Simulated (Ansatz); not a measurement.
Ansatz input file:

```yaml
crystal:
  lattice:
    - [4.3297024767, 0.0, 0.0]
    - [0.0, 4.3297024767, 0.0]
    - [0.0, 0.0, 4.3297024767]
  atoms:
    - { symbol: Si, position: [0.8468406469, 0.8468406469, 0.8468406469] }
    - { symbol: Si, position: [0.6531593531, 0.1531593531, 0.3468406469] }
    - { symbol: Si, position: [0.3468406469, 0.6531593531, 0.1531593531] }
    - { symbol: Si, position: [0.1531593531, 0.3468406469, 0.6531593531] }
    - { symbol: Ni, position: [0.1499720675, 0.1499720675, 0.1499720675] }
    - { symbol: Ni, position: [0.3500279325, 0.8500279325, 0.6499720675] }
    - { symbol: Ni, position: [0.6499720675, 0.3500279325, 0.8500279325] }
    - { symbol: Ni, position: [0.8500279325, 0.6499720675, 0.3500279325] }
basis:
  ecutwfc: 420
kpoints:
  mp_grid: { grid: [8, 8, 8] }
hamiltonian:
  xc: pbesol
scf:
  occupations: { method: gaussian, width: 0.1 }
output:
  forces: true
  stress: true
  eigenvalues: true
relax:
  adjacent_minimum: "off"
  f_tol: 0.01
  max_steps: 30
```

Launched with
```bash
ansatz run input.yaml --threads 2 --pin off --max-ram 5120MiB --backend cpu --events-out ev --progress --plain --runs-dir out
```

These are results of DFT PBEsol, scalar-relativistic, plane waves, PAW (Ansatz), not measurements.

From the run's log, abridged:

```
Warning: output.stress: scf.convergence.dr2_threshold = 1e-7 eV (the SCF's general default) is looser than the 8e-10 eV advised for a printed stress (1e-10 eV for each atom of the cell: 8). ...
Pseudopotentials: kind: paw
Pseudopotential: Si, paw, valence charge 4, recommended cutoff 420 eV (normal)
Pseudopotential: Ni, paw, valence charge 18, recommended cutoff 420 eV (normal)
Functional definition: PBEsol
Crystal: 8 atoms, lattice volume = 81.166 Å³
Basis set: ecut = 420 eV, 1575 PW (Γ), exchange–correlation on 60×60×60 points (8 copies of the dense FFT grid, shifted against one another)
Bands: 53, of which v1, the nominal top of the filled ones, is band 44 counted from 1 (43 counted from 0)
Symmetry: 12 space group operations
Space group: P213 (ITA 198), of the structure as read, at distance tolerance 4.3e-5 Å
k-points: 45 of 512 (time reversal used)
Initial density: superposition of atomic densities (neutral atoms: chi_scale 0, normalization atom), corrected by the library's trained network
Initial wavefunctions: pseudopotential atomic-orbital guess
Functional: x = pbesol(κ = 0.804, μ = 0.12345679), c = pbesol(β = 0.046)
SCF iter   1: F=—  HF=-25709.362913 eV  |F-HF|=—  |Δ(HF+E_count)|=         —  Δρ=1.99e-2  dr2=1.83e-1  ethr=1.77e-3  ⟨swp⟩=7.5  Hψ=9580  notcnv=0
SCF iter   2: F=—  HF=-25709.333689 eV  |F-HF|=—  |Δ(HF+E_count)|=   2.92e-2  Δρ=5.02e-3  dr2=1.32e-2  ethr=2.08e-4  ⟨swp⟩=2.8  Hψ=4620  notcnv=0  defer=118
SCF iter   3: F=—  HF=-25709.331818 eV  |F-HF|=—  |Δ(HF+E_count)|=   1.87e-3  Δρ=1.66e-3  dr2=1.76e-3  ethr=1.50e-5  ⟨swp⟩=1.2  Hψ=2290  notcnv=0  defer=118
SCF iter   4: F=—  HF=-25709.331458 eV  |F-HF|=—  |Δ(HF+E_count)|=   3.60e-4  Δρ=2.88e-4  dr2=3.93e-5  ethr=2.00e-6  ⟨swp⟩=2.1  Hψ=3286  notcnv=0  defer=118
SCF iter   5: F=-25709.331469 eV  HF=-25709.331469 eV  |F-HF|=5.10e-7  |Δ(HF+E_count)|=   1.11e-5  Δρ=5.60e-5  dr2=1.79e-6  ethr=4.47e-8  ⟨swp⟩=2.3  Hψ=3889  notcnv=0  defer=118
SCF iter   6: F=-25709.331469 eV  HF=-25709.331469 eV  |F-HF|=1.53e-7  |Δ(HF+E_count)|=   1.78e-7  Δρ=2.18e-5  dr2=3.23e-7  ethr=2.04e-9  ⟨swp⟩=8.0  Hψ=10650  notcnv=0
SCF 1 converged in 6 iterations: F = -25709.331469 eV  dr2 = 3.23e-7
relax step   1: F+E_penalty+E_count = -25709.33146924 eV  Δ(F+E_penalty+E_count) = +0.000e0 eV  max|allowed force component| = 1.326e-2 eV/Å  Δτ_max = 0.0000 Å  (6 SCF iters, dr2 threshold 2.50e-6 eV, accepted)
Initial density: handed on by an earlier stage of this run
Initial wavefunctions: those handed on with the density
SCF iter   1: F=—  HF=-25709.331520 eV  |F-HF|=—  |Δ(HF+E_count)|=         —  Δρ=9.84e-5  dr2=7.51e-6  ethr=8.98e-9  ⟨swp⟩=2.0  Hψ=6695  notcnv=0
SCF iter   2: F=—  HF=-25709.331529 eV  |F-HF|=—  |Δ(HF+E_count)|=   9.81e-6  Δρ=5.48e-5  dr2=2.81e-6  ethr=8.53e-9  ⟨swp⟩=1.0  Hψ=2267  notcnv=0
SCF iter   3: F=—  HF=-25709.331528 eV  |F-HF|=—  |Δ(HF+E_count)|=   1.03e-6  Δρ=1.26e-5  dr2=1.06e-7  ethr=3.20e-9  ⟨swp⟩=2.0  Hψ=3525  notcnv=0
SCF iter   4: F=-25709.331528 eV  HF=-25709.331528 eV  |F-HF|=4.74e-9  |Δ(HF+E_count)|=   2.10e-8  Δρ=5.37e-6  dr2=1.11e-8  ethr=1.20e-10  ⟨swp⟩=2.1  Hψ=3274  notcnv=0
SCF iter   5: F=-25709.331528 eV  HF=-25709.331528 eV  |F-HF|=3.89e-10  |Δ(HF+E_count)|=   1.47e-9  Δρ=9.91e-7  dr2=5.38e-10  ethr=1.26e-11  ⟨swp⟩=2.0  Hψ=3607  notcnv=0
SCF iter   6: F=-25709.331528 eV  HF=-25709.331528 eV  |F-HF|=2.18e-11  |Δ(HF+E_count)|=  2.00e-10  Δρ=2.36e-7  dr2=3.89e-11  ethr=1.00e-12  ⟨swp⟩=4.9  Hψ=7862  notcnv=0
SCF 2 converged in 6 iterations: F = -25709.331528 eV  dr2 = 3.89e-11
relax step   2: F+E_penalty+E_count = -25709.33152828 eV  Δ(F+E_penalty+E_count) = -5.904e-5 eV  max|allowed force component| = 1.058e-2 eV/Å  Δτ_max = 0.0005 Å  (6 SCF iters, accepted)
SCF iter   1: F=—  HF=-25709.331628 eV  |F-HF|=—  |Δ(HF+E_count)|=         —  Δρ=3.47e-4  dr2=8.98e-5  ethr=1.13e-6  ⟨swp⟩=2.0  Hψ=4558  notcnv=0  defer=97
SCF iter   2: F=—  HF=-25709.331635 eV  |F-HF|=—  |Δ(HF+E_count)|=   6.44e-6  Δρ=2.01e-4  dr2=3.41e-5  ethr=1.02e-7  ⟨swp⟩=1.0  Hψ=2745  notcnv=0  defer=95
SCF iter   3: F=—  HF=-25709.331622 eV  |F-HF|=—  |Δ(HF+E_count)|=   1.30e-5  Δρ=5.12e-5  dr2=1.16e-6  ethr=3.88e-8  ⟨swp⟩=2.0  Hψ=3539  notcnv=0  defer=95
SCF iter   4: F=-25709.331621 eV  HF=-25709.331621 eV  |F-HF|=5.07e-8  |Δ(HF+E_count)|=   3.12e-7  Δρ=1.82e-5  dr2=9.99e-8  ethr=1.32e-9  ⟨swp⟩=2.0  Hψ=4072  notcnv=0  defer=95
SCF iter   5: F=-25709.331621 eV  HF=-25709.331621 eV  |F-HF|=4.58e-9  |Δ(HF+E_count)|=   2.40e-8  Δρ=3.46e-6  dr2=4.34e-9  ethr=1.14e-10  ⟨swp⟩=2.0  Hψ=3983  notcnv=0  defer=95
SCF iter   6: F=-25709.331621 eV  HF=-25709.331621 eV  |F-HF|=3.09e-10  |Δ(HF+E_count)|=   2.74e-9  Δρ=1.17e-6  dr2=6.28e-10  ethr=4.93e-12  ⟨swp⟩=6.2  Hψ=8013  notcnv=0
SCF 3 converged in 6 iterations: F = -25709.331621 eV  dr2 = 6.28e-10
relax step   3: F+E_penalty+E_count = -25709.33162133 eV  Δ(F+E_penalty+E_count) = -9.305e-5 eV  max|allowed force component| = 8.433e-4 eV/Å  Δτ_max = 0.0020 Å  (6 SCF iters, accepted)
SCF converged after 6 iterations
Free energy (F): -25709.331621 eV
Harris-Foulkes:  -25709.331621 eV  (|F-HF|=3.09e-10)
Internal energy: -25709.320277 eV  (E = F + TS)
E sigma→0 (E₀):  -25709.325949 eV
Entropy (-TS):   -0.011344 eV (-1.418 meV/atom)
Fermi energy:    18.987590 eV
--- Per-component energies (eV) ---
  E_band       = -1013.154166
  E_kinetic    = 1340.716375
  E_local      = -16640.130369  (includes V_loc(G=0)·N_el)
  E_nonlocal   = 2650.580502
  E_hartree    = 7200.177131
  E_xc         = -577.340042
  E_vxc        = -652.000267  (∫ρ·V_xc dr)
  E_paw        = -8380.514805  (= ΣΔE_a)
  E_vpaw       = -2112.677186  (= ΣTr[D̂ρ^β])
  E_aug_tail   = 0.002107  (compensation charges beyond the density's cutoff)
  E_ewald      = -11303.726575
  E_core_change = 0.915398  (= ΣΔE_core)
  E_smearing   = -0.011344  (= −TS)
--- Forces (eV/Å), atoms counted from 1 ---
  atom   1  Si     0.00084334     0.00084334     0.00084334
  atom   2  Si    -0.00084334    -0.00084334     0.00084334
  atom   3  Si     0.00084334    -0.00084334    -0.00084334
  atom   4  Si    -0.00084334     0.00084334    -0.00084334
  atom   5  Ni    -0.00014015    -0.00014015    -0.00014015
  atom   6  Ni     0.00014015     0.00014015    -0.00014015
  atom   7  Ni    -0.00014015     0.00014015     0.00014015
  atom   8  Ni     0.00014015    -0.00014015     0.00014015
--- Stress (GPa, compression-positive) ---
       23.595312       0.000000       0.000000
        0.000000      23.595312       0.000000
        0.000000       0.000000      23.595312
  P = ⅓ Tr σ = 23.5953 GPa (235.953 kbar)
--- Band table (eV; the first three rows and the last of 45) ---
  k-point 0: bands = ["-85.4116", "-85.4025", "-85.4025", "-85.4025", "-46.0924", "-46.0924", "-46.0924", "-46.0604", "-45.9474", "-45.9474", "-45.9474", "-45.9175", "-45.9175", "-45.9057", "-45.9057", "-45.9057", "3.4704", "9.3209", "9.3209", "9.3209", "11.7907", "11.7907", "11.7907", "13.4969", "13.4969", "13.4969", "14.1411", "14.1871", "14.1871", "14.4542", "14.4542", "14.4542", "14.9699", "14.9699", "14.9699", "16.1455", "16.1455", "16.1455", "16.2497", "16.2497", "17.0315", "17.0315", "17.0315", "20.2116", "20.2116", "20.2116", "20.3677", "20.3677", "21.0723", "21.0723", "21.0723", "22.4539", "23.6532"]
  k-point 1: bands = ["-85.4113", "-85.4036", "-85.4025", "-85.4018", "-46.0951", "-46.0927", "-46.0884", "-46.0613", "-45.9523", "-45.9486", "-45.9413", "-45.9172", "-45.9163", "-45.9071", "-45.9066", "-45.9047", "3.5932", "8.4862", "9.3980", "9.8866", "11.3745", "11.8593", "12.3851", "12.9574", "13.2783", "13.9984", "14.0547", "14.1996", "14.3388", "14.3799", "14.4654", "14.4868", "14.8942", "14.9485", "15.1460", "16.0156", "16.0224", "16.2201", "16.2629", "16.3354", "16.8489", "16.9839", "17.3947", "19.5625", "19.6529", "19.8297", "20.0931", "20.7874", "21.3188", "21.3244", "21.7366", "22.8402", "22.9490"]
  k-point 2: bands = ["-85.4106", "-85.4049", "-85.4022", "-85.4015", "-46.0966", "-46.0937", "-46.0836", "-46.0638", "-45.9555", "-45.9515", "-45.9344", "-45.9166", "-45.9133", "-45.9093", "-45.9089", "-45.9046", "3.9580", "7.4286", "9.6224", "10.3385", "11.2172", "12.0042", "12.3851", "12.9087", "13.0249", "13.7597", "14.1970", "14.2365", "14.3891", "14.4473", "14.5524", "14.6144", "14.8967", "14.9275", "15.2610", "15.7458", "15.9537", "16.1417", "16.3014", "16.3969", "16.7686", "16.8482", "17.9529", "19.0169", "19.1223", "19.2457", "19.8508", "21.1763", "21.5500", "21.6732", "22.3493", "23.2480", "23.6621"]
  k-point 44: bands = ["-85.4048", "-85.4048", "-85.4048", "-85.4048", "-46.0853", "-46.0853", "-46.0853", "-46.0853", "-45.9438", "-45.9438", "-45.9438", "-45.9438", "-45.9041", "-45.9041", "-45.9041", "-45.9041", "8.0177", "8.0177", "8.0177", "8.0177", "10.3020", "10.3020", "10.3020", "10.3020", "14.1043", "14.1043", "14.1043", "14.1043", "14.3897", "14.3897", "14.3897", "14.3897", "15.7758", "15.7758", "15.7758", "15.7758", "15.7788", "15.7788", "15.7788", "15.7788", "16.8362", "16.8362", "16.8362", "16.8362", "23.6849", "23.6849", "23.6849", "23.6849", "23.7916", "23.7916", "23.7916", "23.7916", "25.5961"]
--- Relaxed structure (3 steps of the walk, 3 accepted, 0 SCFs on fresh bases) ---
  F+E_penalty+E_count = -25709.33162133 eV   max|allowed force component| = 8.433e-4 eV/Å
  atoms:
    - { symbol: Si, position: [0.84698904, 0.84698904, 0.84698904] }
    - { symbol: Si, position: [0.65301095, 0.15301095, 0.34698904] }
    - { symbol: Si, position: [0.34698904, 0.65301095, 0.15301095] }
    - { symbol: Si, position: [0.15301095, 0.34698904, 0.65301095] }
    - { symbol: Ni, position: [0.15030026, 0.15030026, 0.15030026] }
    - { symbol: Ni, position: [0.34969973, 0.84969973, 0.65030026] }
    - { symbol: Ni, position: [0.65030026, 0.34969973, 0.84969973] }
    - { symbol: Ni, position: [0.84969973, 0.65030026, 0.34969973] }
```

The relaxation met its thresholds.

Time: 50 s on 2 threads of AMD EPYC 7R43 64-Core Processor (Zen 3), with other jobs on the host, peak memory 0.46 GiB.